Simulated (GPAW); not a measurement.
# MoS2 (P6_3/mmc) in GPAW: convergence with empty bands an atom in the response

Aim: find how far empty bands an atom in the response must go before the results for MoS2 settle, at PBE. This setting moves, with any that are tied to it; all else stays.

All numbers are computed with GPAW 26.7.0; they aren't measurements. Logs are shortened: lines on timing, memory, paths and dates and some standing lists are left out, and cuts for length are marked. The log counts tension as positive stress, the text compression.

## Step 1: The crystal as given

Symmetry: P6_3/mmc, No. 194, hexagonal system. Conventional cell: a = 3.169 Å, b = 3.169 Å, c = 12.324 Å, α = 90.00°, β = 90.00°, γ = 120.00°. Around Mo (site symmetry -6m2) lie 6 S at 2.41 Å. Around S (site symmetry 3m) lie 3 Mo at 2.41 Å.

## Step 2: With empty bands an atom in the response 2

run.py

```python
import numpy as np
from ase.dft.bandgap import bandgap
from ase.io import write
from ase.spacegroup import crystal
from gpaw import GPAW, PW
from gpaw.response.df import DielectricFunction

# Mo 2c
# S 4f
atoms = crystal(['Mo', 'S'],
                basis=[[0.6666666667, 0.3333333333, 0.75],
                       [0.6666666667, 0.3333333333, 0.377]],
                spacegroup=194, setting=1,  # P6_3/mmc
                cellpar=[3.169, 3.169, 12.324, 90.0, 90.0, 120.0],
                primitive_cell=True)

calc = GPAW(mode=PW(500),
            xc='PBE',
            kpts={'size': (8, 8, 2), 'gamma': True},
            occupations={'name': 'fermi-dirac', 'width': 0.001},
            nbands=46,
            convergence={'density': 1e-06},
            maxiter=150,
            txt='gpaw.txt')
atoms.calc = calc
energy = atoms.get_potential_energy()
calc.write('gs.gpw')
write('result.traj', atoms)
print(f'Energy: {energy:.6f} eV')
print('Fermi level:', round(calc.get_fermi_level(), 4), 'eV')
print(f'Gap: {bandgap(calc)[0]:.4f} eV, direct: {bandgap(calc, direct=True)[0]:.4f} eV')

for size in [(9, 9, 2)]:
    name = 'x'.join(str(n) for n in size)
    dense = calc.fixed_density(kpts={'size': size, 'gamma': True},
                               nbands=44, convergence={'bands': 38, 'eigenstates': 1e-7},
                               update_fermi_level=True, txt=f'dense-{name}.txt')
    dense.write(f'{name}.gpw', mode='all')
    df = DielectricFunction(f'{name}.gpw', frequencies=np.array([0.0]), hilbert=False, eta=0.001,
                            ecut=80, nbands=38, intraband=False, txt=f'df-{name}.txt')
    for xc in ['RPA']:
        for direction in ['x', 'y', 'z', [0, 1, 1], [1, 0, 1], [1, 1, 0]]:
            e0, e = df.get_macroscopic_dielectric_constant(xc=xc, direction=direction)
            print(f'{name} {xc} {direction}: {e0:.4f} without, {e:.4f} with local fields')
```

Potentials or basis: GPAW PAW data sets (gpaw-data 1.2.1), pw.

On the command line:

```bash
> OMP_NUM_THREADS=1 python run.py
```

Wall time 2.3 min (1 thread of Intel Xeon Platinum 8488C (Sapphire Rapids), shared host); peak memory 0.44 GiB.

Results:

| Property | Result |
| --- | --- |
| Free energy | -44.1332 eV |
| Band gap on the k mesh | 0.97 eV, indirect (least direct gap 1.91 eV) |
| Electronic dielectric tensor (diagonal) | 13.03, 13.03, 5.24 |

## Step 3: With empty bands an atom in the response 3

Edit run.py of step 2 so:

```diff
@@ -35,3 +35,3 @@
     dense = calc.fixed_density(kpts={'size': size, 'gamma': True},
-                               nbands=44, convergence={'bands': 38, 'eigenstates': 1e-7},
+                               nbands=50, convergence={'bands': 44, 'eigenstates': 1e-7},
                                update_fermi_level=True, txt=f'dense-{name}.txt')
@@ -39,3 +39,3 @@
     df = DielectricFunction(f'{name}.gpw', frequencies=np.array([0.0]), hilbert=False, eta=0.001,
-                            ecut=80, nbands=38, intraband=False, txt=f'df-{name}.txt')
+                            ecut=80, nbands=44, intraband=False, txt=f'df-{name}.txt')
     for xc in ['RPA']:
```

Potentials or basis: GPAW PAW data sets (gpaw-data 1.2.1), pw.

On the command line:

```bash
> OMP_NUM_THREADS=1 python run.py
```

It took 2.3 min on 1 thread of Intel Xeon Platinum 8488C (Sapphire Rapids), shared host; peak memory 0.45 GiB.

What came out:

```
Free energy                             : -44.1332 eV
Band gap on the k mesh                  : 0.97 eV, indirect (least direct gap 1.91 eV)
Electronic dielectric tensor (diagonal) : 13.43, 13.43, 5.68
```

## Step 4: With empty bands an atom in the response 5

Edit run.py of step 3 so:

```diff
@@ -35,3 +35,3 @@
     dense = calc.fixed_density(kpts={'size': size, 'gamma': True},
-                               nbands=50, convergence={'bands': 44, 'eigenstates': 1e-7},
+                               nbands=62, convergence={'bands': 56, 'eigenstates': 1e-7},
                                update_fermi_level=True, txt=f'dense-{name}.txt')
@@ -39,3 +39,3 @@
     df = DielectricFunction(f'{name}.gpw', frequencies=np.array([0.0]), hilbert=False, eta=0.001,
-                            ecut=80, nbands=44, intraband=False, txt=f'df-{name}.txt')
+                            ecut=80, nbands=56, intraband=False, txt=f'df-{name}.txt')
     for xc in ['RPA']:
```

On the command line:

```bash
> OMP_NUM_THREADS=1 python run.py
```

Run time: 2.2 min. Hardware: 1 thread of Intel Xeon Platinum 8488C (Sapphire Rapids), shared host; peak memory 0.48 GiB.

What came out:

| Item | Value |
| --- | --- |
| Free energy | -44.1332 eV |
| Band gap on the k mesh | 0.97 eV, indirect (least direct gap 1.91 eV) |
| Electronic dielectric tensor (diagonal) | 13.58, 13.58, 5.84 |

## Step 5: With empty bands an atom in the response 8

Edit run.py of step 4 so:

```diff
@@ -35,3 +35,3 @@
     dense = calc.fixed_density(kpts={'size': size, 'gamma': True},
-                               nbands=62, convergence={'bands': 56, 'eigenstates': 1e-7},
+                               nbands=80, convergence={'bands': 74, 'eigenstates': 1e-7},
                                update_fermi_level=True, txt=f'dense-{name}.txt')
@@ -39,3 +39,3 @@
     df = DielectricFunction(f'{name}.gpw', frequencies=np.array([0.0]), hilbert=False, eta=0.001,
-                            ecut=80, nbands=56, intraband=False, txt=f'df-{name}.txt')
+                            ecut=80, nbands=74, intraband=False, txt=f'df-{name}.txt')
     for xc in ['RPA']:
```

On the command line:

```bash
> OMP_NUM_THREADS=1 python run.py
```

Wall time 3.5 min (1 thread of Intel Xeon Platinum 8488C (Sapphire Rapids), shared host); peak memory 0.5 GiB.

It converged, with:

```
Free energy                             : -44.1332 eV
Band gap on the k mesh                  : 0.97 eV, indirect (least direct gap 1.91 eV)
Electronic dielectric tensor (diagonal) : 13.63, 13.63, 5.90
```

## Step 6: With empty bands an atom in the response 12

Edit run.py of step 5 so:

```diff
@@ -35,3 +35,3 @@
     dense = calc.fixed_density(kpts={'size': size, 'gamma': True},
-                               nbands=80, convergence={'bands': 74, 'eigenstates': 1e-7},
+                               nbands=104, convergence={'bands': 98, 'eigenstates': 1e-7},
                                update_fermi_level=True, txt=f'dense-{name}.txt')
@@ -39,3 +39,3 @@
     df = DielectricFunction(f'{name}.gpw', frequencies=np.array([0.0]), hilbert=False, eta=0.001,
-                            ecut=80, nbands=74, intraband=False, txt=f'df-{name}.txt')
+                            ecut=80, nbands=98, intraband=False, txt=f'df-{name}.txt')
     for xc in ['RPA']:
```

Potentials or basis: GPAW PAW data sets (gpaw-data 1.2.1), pw.

On the command line:

```bash
> OMP_NUM_THREADS=1 python run.py
```

Wall time 5.6 min (1 thread of Intel Xeon Platinum 8488C (Sapphire Rapids), shared host); peak memory 0.55 GiB.

Results (log left out):

| Item | Value |
| --- | --- |
| Free energy | -44.1332 eV |
| Band gap on the k mesh | 0.97 eV, indirect (least direct gap 1.91 eV) |
| Electronic dielectric tensor (diagonal) | 13.67, 13.67, 5.92 |

## Step 7: With empty bands an atom in the response 18

Edit run.py of step 6 so:

```diff
@@ -35,3 +35,3 @@
     dense = calc.fixed_density(kpts={'size': size, 'gamma': True},
-                               nbands=104, convergence={'bands': 98, 'eigenstates': 1e-7},
+                               nbands=140, convergence={'bands': 134, 'eigenstates': 1e-7},
                                update_fermi_level=True, txt=f'dense-{name}.txt')
@@ -39,3 +39,3 @@
     df = DielectricFunction(f'{name}.gpw', frequencies=np.array([0.0]), hilbert=False, eta=0.001,
-                            ecut=80, nbands=98, intraband=False, txt=f'df-{name}.txt')
+                            ecut=80, nbands=134, intraband=False, txt=f'df-{name}.txt')
     for xc in ['RPA']:
```

On the command line:

```bash
> OMP_NUM_THREADS=1 python run.py
```

Run time: 6.6 min. Hardware: 1 thread of Intel Xeon Platinum 8488C (Sapphire Rapids), shared host; peak memory 0.61 GiB.

The run converged. Its results:

| Item | Value |
| --- | --- |
| Free energy | -44.1332 eV |
| Band gap on the k mesh | 0.97 eV, indirect (least direct gap 1.91 eV) |
| Electronic dielectric tensor (diagonal) | 13.69, 13.69, 5.93 |

## Step 8: With empty bands an atom in the response 26

Edit run.py of step 7 so:

```diff
@@ -35,3 +35,3 @@
     dense = calc.fixed_density(kpts={'size': size, 'gamma': True},
-                               nbands=140, convergence={'bands': 134, 'eigenstates': 1e-7},
+                               nbands=188, convergence={'bands': 182, 'eigenstates': 1e-7},
                                update_fermi_level=True, txt=f'dense-{name}.txt')
@@ -39,3 +39,3 @@
     df = DielectricFunction(f'{name}.gpw', frequencies=np.array([0.0]), hilbert=False, eta=0.001,
-                            ecut=80, nbands=134, intraband=False, txt=f'df-{name}.txt')
+                            ecut=80, nbands=182, intraband=False, txt=f'df-{name}.txt')
     for xc in ['RPA']:
```

Potentials or basis: GPAW PAW data sets (gpaw-data 1.2.1), pw.

On the command line:

```bash
> OMP_NUM_THREADS=1 python run.py
```

gpaw.txt:

```text
__  _  _
 | _ |_)|_||  |
 |__||  | ||/\| - 26.7.0

Input parameters:
  mode=PW(ecut=500.0),
  convergence={'density': 1e-06},
  kpts=MonkhorstPack(size=(8, 8, 2), gamma=True),
  maxiter=150,
  nbands=46,
  occupations=Occupations(name='fermi-dirac', width=0.001),
  xc=XC(name='PBE')

Diagonalizing LCAO Hamiltonian
Converting LCAO to pw mode

        S

           Mo
        S

           S
        Mo

           S

Atoms  # Å, Bohr magnetons
|   | symbol |         x |        y |         z |    initial magnetic moments |
|---|--------|-----------|----------|-----------|-----------------------------|
| 0 |     Mo |  1.584500 | 0.914812 |  9.243000 | ( 0.0000,  0.0000,  0.0000) |
| 1 |     Mo | -0.000000 | 1.829623 |  3.081000 | ( 0.0000,  0.0000,  0.0000) |
| 2 |      S |  1.584500 | 0.914812 |  4.646148 | ( 0.0000,  0.0000,  0.0000) |
| 3 |      S | -0.000000 | 1.829623 | 10.808148 | ( 0.0000,  0.0000,  0.0000) |
| 4 |      S | -0.000000 | 1.829623 |  7.677852 | ( 0.0000,  0.0000,  0.0000) |
| 5 |      S |  1.584500 | 0.914812 |  1.515852 | ( 0.0000,  0.0000,  0.0000) |

Unit cell  # Å
| periodic |         x |        y |         z |   lengths |     angles |
|----------|-----------|----------|-----------|-----------|------------|
|      yes |  3.169000 | 0.000000 |  0.000000 |  3.169000 |  90.000000 |
|      yes | -1.584500 | 2.744435 |  0.000000 |  3.169000 |  90.000000 |
|      yes |  0.000000 | 0.000000 | 12.324000 | 12.324000 | 120.000000 |

Number of symmetries: 12
Symmetry operations  # r_c * U_cc + t_c -> r_c
|    | kind |            matrix            |
|----|------|------------------------------|
|  0 |  σ   |  1, 1, 0,  0,-1, 0,  0, 0, 1 |
|  1 |  S6  |  1, 1, 0, -1, 0, 0,  0, 0,-1 |
|  2 |  E   |  1, 0, 0,  0, 1, 0,  0, 0, 1 |
|  3 |  C2  |  1, 0, 0, -1,-1, 0,  0, 0,-1 |
|  4 |  C2  |  0, 1, 0,  1, 0, 0,  0, 0,-1 |
|  5 |  C3  |  0, 1, 0, -1,-1, 0,  0, 0, 1 |
|  6 |  S6  |  0,-1, 0,  1, 1, 0,  0, 0,-1 |
|  7 |  σ   |  0,-1, 0, -1, 0, 0,  0, 0, 1 |
|  8 |  σ   | -1, 0, 0,  1, 1, 0,  0, 0, 1 |
|  9 |  i   | -1, 0, 0,  0,-1, 0,  0, 0,-1 |
| 10 |  C3  | -1,-1, 0,  1, 0, 0,  0, 0, 1 |
| 11 |  C2  | -1,-1, 0,  0, 1, 0,  0, 0,-1 |

BZ-sampling:
  Number of BZ points: 128
  Number of IBZ points: 20

  Monkhorst-Pack size: [8, 8, 2]
  Monkhorst-Pack shift: [0.0625, 0.0625, 0.25]

K-points  # in reciprocal-cell coordinates
|     |                                coordinates |     weight |
|-----|--------------------------------------------|------------|
|   0 | (  0.00000000,   0.00000000,   0.00000000) | 0.00781250 |
|   1 | (  0.00000000,   0.00000000,   0.50000000) | 0.00781250 |
|   2 | (  0.12500000,   0.00000000,   0.00000000) | 0.04687500 |
|   3 | (  0.12500000,   0.00000000,   0.50000000) | 0.04687500 |
|   4 | (  0.25000000,  -0.12500000,   0.00000000) | 0.04687500 |
|   5 | (  0.25000000,  -0.12500000,   0.50000000) | 0.04687500 |
|   6 | (  0.25000000,   0.00000000,   0.00000000) | 0.04687500 |
|   7 | (  0.25000000,   0.00000000,   0.50000000) | 0.04687500 |
|   8 | (  0.37500000,  -0.12500000,   0.00000000) | 0.09375000 |
|   9 | (  0.37500000,  -0.12500000,   0.50000000) | 0.09375000 |
| ... |                                            |            |
|  19 | (  0.50000000,   0.50000000,   0.50000000) | 0.02343750 |

Plane wave coefficients: 2744
Cutoff: 500.0 eV

Spin-components: 1 (collinear spins)
Bands:           46
Projectors:      32
Spin-degeneracy: 2
Datatype:        complex128

Parallelization:
  kpt:    1
  domain: 1
  band:   1

Density:
  Valence electrons: 52.0
  Components: 1
  Grid points: [18 18 64]
  Charge: 0.0  # |e|

Potential:
  Grid points: [18 18 64]

species:
  Mo:
    name:    Molybdenum
    Z:       42.0
    valence: 14
    core:    28
    charge:  0.0  # [|e|]
    compensation charges:
      type: gauss
      rc: 0.38  # [Å]
      lmax: 2
    cutoffs:
      filter: 2.16  # [Å]
      core: 1.42  # [Å]
    projectors
    | kind |    occ | energy [eV] | rcut [Å] |
    |------|--------|-------------|----------|
    |   4s |  2.000 |     -64.307 |    1.238 |
    |   5s |  1.000 |      -4.084 |    1.238 |
    |   4p |  6.000 |     -38.491 |    1.296 |
    |   5p |  0.000 |      -1.044 |    1.296 |
    |   4d |  5.000 |      -3.754 |    1.296 |
    |    d |        |      23.458 |    1.296 |

    Using partial waves for Mo as LCAO basis

  S:
    name:    Sulfur
    Z:       16.0
    valence: 6
    core:    10
    charge:  0.0  # [|e|]
    compensation charges:
      type: gauss
      rc: 0.24  # [Å]
      lmax: 2
    cutoffs:
      filter: 1.77  # [Å]
      core: 1.66  # [Å]
    projectors
    | kind |    occ | energy [eV] | rcut [Å] |
    |------|--------|-------------|----------|
    |   3s |  2.000 |     -17.254 |    0.974 |
    |   3p |  4.000 |      -7.008 |    0.979 |
    |    s |        |       9.957 |    0.974 |
    |    p |        |      20.203 |    0.979 |
    |    d |        |       0.000 |    0.900 |

    Using partial waves for S as LCAO basis

Reference energy: -263698.624853  # eV

eigensolver:
  PPCG
  Converge bands: occupied
  niter=2

density mixing:
  MSR1-Mixer
  Pratt-step length: 0.05
  Maximum mixing coefficient: 0.75
  Old densities: 10
  SVD Regularization: 0.005
  Good broyden scale: 1.0
  Trust region scale: 1.0
  Backstep threshold: 4.0
  History deletion threshold: 6.0
  Fourier metric: weight=20.0, sigma=0.015

occupation numbers:
  Fermi-Dirac:
    width: 0.0010  # eV

poisson solver:
  ecut: 4000.0  # eV

xc functional:
  name: PBE with 2 nearest neighbor stencil

convergence criteria:
- Maximum integral of absolute [dens]ity change: 1e-06 electrons / valence electron
- Maximum [total energy] change in last 3 cyles: 0.0005 eV / valence electron
- Maximum integral of absolute [eigenst]ate change: 4e-08 eV^2 / valence electron
maximum number of iterations: 150

SCF iterations
|iter     | |      energy | eigst |  dens |
|---------|-|-------------|-------|-------|
|iter:   1| |  -47.161795 | +0.52 |       |
|iter:   2| |  -46.306464 | -1.15 | -0.98 |
|iter:   3| |  -44.258348 | -1.13 | -1.05 |
|iter:   4| |  -44.143112 | -1.96 | -1.45 |
|iter:   5| |  -44.148483 | -2.57 | -1.77 |
|iter:   6| |  -44.178043 | -2.88 | -2.03 |
|iter:   7| |  -44.133233 | -3.29 | -2.08 |
|iter:   8| |  -44.133232 | -5.04 | -3.03 |
|iter:   9| |  -44.133249c| -5.88 | -3.39 |
|iter:  10| |  -44.133249c| -7.22 | -4.27 |
|iter:  11| |  -44.133249c| -7.71c| -4.72 |
|iter:  12| |  -44.133249c| -8.21c| -5.37 |
|iter:  13| |  -44.133249c| -8.77c| -6.01c|

Converged in 13 steps
Energy contributions relative to reference atoms: (reference = -263698.624853)

Energy contributions:
  Kinetic:          -0.994635
  Coulomb:         -11.231456
  Zero:             -0.288449
  External:          0.000000
  Xc:              -31.618710
  Entropy:          -0.000000
  Spinorbit:         0.000000
  ----------------------------
  Free energy:     -44.133249
  Extrapolated:    -44.133249

dipole moment: (0.000001, 0.000002, 0.000007)  # |e|*Ang

Fermi level: 9.034
Eigenvalues  # (at kpt = [0.000, 0.000, 0.000])
| band index |      eig [eV] | occ [0-2] |
|------------|---------------|-----------|
|          0 |       -53.401 |     2.000 |
|        ... |               |           |
|         18 |         4.937 |     2.000 |
|         19 |         6.019 |     2.000 |
|         20 |         6.019 |     2.000 |
|         21 |         6.065 |     2.000 |
|         22 |         6.065 |     2.000 |
|         23 |         6.993 |     2.000 |
[... 8 lines left out ...]
|         32 |        10.600 |     0.000 |
|         33 |        10.600 |     0.000 |
|        ... |               |           |
|         45 |        20.562 |     0.000 |

Gap: 0.973 eV
Transition (v -> c):
  (s=0, k=0, n=25, [0.00, 0.00, 0.00]) -> (s=0, k=8, n=26, [0.38, -0.12, 0.00])
Direct/indirect transitions are different
Direct gap: 1.911 eV
Transition at: (s=0, k=12, n=25, [0.38, 0.38, 0.00])
# Writing to gs.gpw (mode='')
```

stdout:

```text
Energy: -44.133249 eV
Fermi level: 9.034 eV
Gap: 0.9728 eV, direct: 1.9110 eV
9x9x2 RPA x: 14.7069 without, 13.7005 with local fields
9x9x2 RPA y: 14.7069 without, 13.7005 with local fields
9x9x2 RPA z: 9.1923 without, 5.9272 with local fields
9x9x2 RPA [0, 1, 1]: 11.9496 without, 9.8138 with local fields
9x9x2 RPA [1, 0, 1]: 11.9496 without, 9.8138 with local fields
9x9x2 RPA [1, 1, 0]: 14.7069 without, 13.7005 with local fields
```

df-9x9x2.txt:

```text
FrequencyGridDescriptor(from 0.000 to 0.000 eV, 1 points)
FrequencyGridDescriptor(from 0.000 to 0.000 eV, 1 points)

Calculating chi0 body with:
    Ground state adapter containing:
    Number of spins: 1
    Number of kpoints: 162
    Number of irreducible kpoints: 24
    Number of completely occupied states: 26
    Number of partially occupied states: 26

    Linear response parametrization:
    q_c: [0.0, 0.0, 0.0]
    Number of frequency points: 1
    Planewave cutoff: 80.0
    Number of bands: 182
    Number of planewaves: 167
    Broadening (eta): 0.001

Integrating chi0 body.

Symmetries of q_c:
    Direct symmetries (Uq -> q): 12
    Indirect symmetries (TUq -> q): 0
In total 12 allowed symmetries.

Integral kind: response function

Calculating chi0 optical extensions with:
    Ground state adapter containing:
    Number of spins: 1
    Number of kpoints: 162
    Number of irreducible kpoints: 24
    Number of completely occupied states: 26
    Number of partially occupied states: 26

    Linear response parametrization:
    Number of frequency points: 1
    Planewave cutoff: 80.0
    Number of bands: 182
    Number of planewaves: 167
    Broadening (eta): 0.001
Integrating chi0 head and wings.

Symmetries of q_c:
    Direct symmetries (Uq -> q): 12
    Indirect symmetries (TUq -> q): 0
In total 12 allowed symmetries.

Integral kind: response function wings

Finished calculating chi0
```

It took 9.4 min on 1 thread of Intel Xeon Platinum 8488C (Sapphire Rapids), shared host; peak memory 0.69 GiB.

What came out:

```
Free energy                             : -44.1332 eV
Band gap on the k mesh                  : 0.97 eV, indirect (least direct gap 1.91 eV)
Electronic dielectric tensor (diagonal) : 13.70, 13.70, 5.93
```

## Step 9: Summary

| empty bands an atom in the response | dielectric constant | SCF cycles | CPU time (s) | peak memory (GiB) |
| --- | --- | --- | --- | --- |
| 2 | 10.436 | 13 | 140 | 0.44 |
| 3 | 10.844 | 13 | 140 | 0.45 |
| 5 | 10.998 | 13 | 130 | 0.48 |
| 8 | 11.055 | 13 | 210 | 0.5 |
| 12 | 11.085 | 13 | 340 | 0.55 |
| 18 | 11.102 | 13 | 390 | 0.61 |
| 26 | 11.109 | 13 | 570 | 0.69 |

Against the tightest run, the dielectric constant stays within 0.05 from 12 on. The tightest run that finished is the yardstick and may itself not be fully converged.

Caveats: the long-wavelength limit can be off by several per cent where d states take part; an odd mesh through Γ misses points on the zone boundary, where band edges often lie.
